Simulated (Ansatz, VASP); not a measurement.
# AlN in VASP and in Ansatz

INCAR

```
  PREC = Accurate
  ENCUT = 520
  EDIFF = 1E-6
  ISMEAR = -1
  SIGMA = 0.02
  LREAL = F
  LASPH = T
  NELM = 100
  ALGO = Normal
  ISIF = 2
  LWAVE = F
  LCHARG = F
  GGA = PE
  NBANDS = 11
```

Contents of KPOINTS:

```
Automatic mesh
0
Gamma
  10 10 10
```

Contents of POSCAR:

```
AlN
1.0
    0.0000000000      2.0175600000      1.9780000000
    2.0175600000      0.0000000000      1.9780000000
    2.0175600000      2.0175600000      0.0000000000
Al N
1 1
Direct
    0.0000000000      0.0000000000      0.0000000000
    0.5000000000      0.5000000000      0.5000000000
```

Input for Ansatz:

```yaml
crystal:
  lattice:
    - [0.0, 2.01756, 1.978]
    - [2.01756, 0.0, 1.978]
    - [2.01756, 2.01756, 0.0]
  atoms:
    - { symbol: Al, position: [0.0, 0.0, 0.0] }
    - { symbol: "N", position: [0.5, 0.5, 0.5] }
kpoints:
  mp_grid: { grid: [10, 10, 10] }
  band_path:
    path:
      - [0.0, 0.0, 0.0]
      - [0.0, 0.5, 0.5]
      - [0.25, 0.75, 0.5]
      - [0.0, 0.5, 0.0]
      - [0.0, 0.0, 0.0]
      - [0.5, 0.5, 0.0]
      - [0.38005, 0.61995, 0.0]
      - [-0.38005, 0.38005, 0.0]
      - [0.0, 0.0, 0.0]
    npoints: 5
scf:
  occupations: { method: fermi_dirac, width: 0.02 }
hamiltonian:
  xc: pbe
  pseudopotentials: { kind: all_electron, lapw: { basis_error: 0.001 } }
output:
  forces: true
  stress: true
  eigenvalues: true
```

Change from the starting cell: equal xx and yy strain of +2 %.

Alike in both runs: task single point; functional PBE; k mesh 10 × 10 × 10; occupations fermi-dirac, width 0.02 eV; no spin polarisation.

```csv
,VASP,Ansatz
version,VASP 6.6.1,Ansatz 0.2.0
potentials or method,"VASP PAW PBE potentials, release 64 (Al, N)","all-electron LAPW, scalar-relativistic"
plane-wave cutoff (eV),520,see its input
```

Ansatz gave:

* gap on the k mesh at the Fermi level (eV): 4.71
* pressure (GPa): 12.9
* largest component of the traceless stress (GPa): 4.59

Q: What did VASP give for the same quantities?

A: gap on the k mesh at the Fermi level (eV): 4.69; pressure (GPa): 12.6; largest component of the traceless stress (GPa): 4.58.

Ansatz ran all-electron here, so the differences hold the error of VASP's frozen core and of both bases.

A k mesh can miss the band edges.
